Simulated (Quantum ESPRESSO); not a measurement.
Crystal: KI.

```
I K
1.0
     0.00000    3.53277    3.53277
     3.53277    0.00000    3.53277
     3.53277    3.53277    0.00000
I K
1 1
Direct
  0.50450 0.49497 0.50271
  0.99908 0.00048 0.00260
```

The cell isn't the ideal one: atoms moved at random, drawn with an rms of 0.02 Å.

* Program: Quantum ESPRESSO 7.5
* Task: relaxation of cell and atoms
* Functional: BLYP
* Dispersion: D3
* Potentials or basis: SSSP 1.3 efficiency PBE
* Cutoff: 816 eV
* Density cutoff: 6531 eV
* k mesh: 4 × 4 × 4
* Occupations: cold, width 0.1 eV
* Spin: no spin polarisation

At the start: pressure 0.6 GPa; volume 44.09 Å³/atom.

**Question.** How do energy, volume and symmetry change on relaxing?

**Answer.** Over 3 steps the energy falls by 4.0 meV/atom and the volume is 46.22 Å³/atom (+4.8 %); space group Fm-3m (No. 225, to 0.05 Å).

The path:
```
step  energy change (eV)  largest force (eV/Å)  pressure (GPa)  volume (Å³)
   1              0.0000                0.0241            0.56        88.18
   2             -0.0010                0.0232            0.52        88.47
   3             -0.0080                0.0119            0.03        92.44
```

Final structure:
```yaml
crystal:
  lattice:
    - [0.00013, 3.58897, 3.58842]
    - [3.58894, 0.00013, 3.58842]
    - [3.58907, 3.58910, 0.00000]
  atoms:
    - { symbol: I, position: [0.50349, 0.49600, 0.50269] }
    - { symbol: K, position: [0.00010, 0.99945, 0.00262] }
```

Caveat: the potentials were made for another functional, which shifts forces and pressure; this smearing can shift energies of a crystal with a gap.
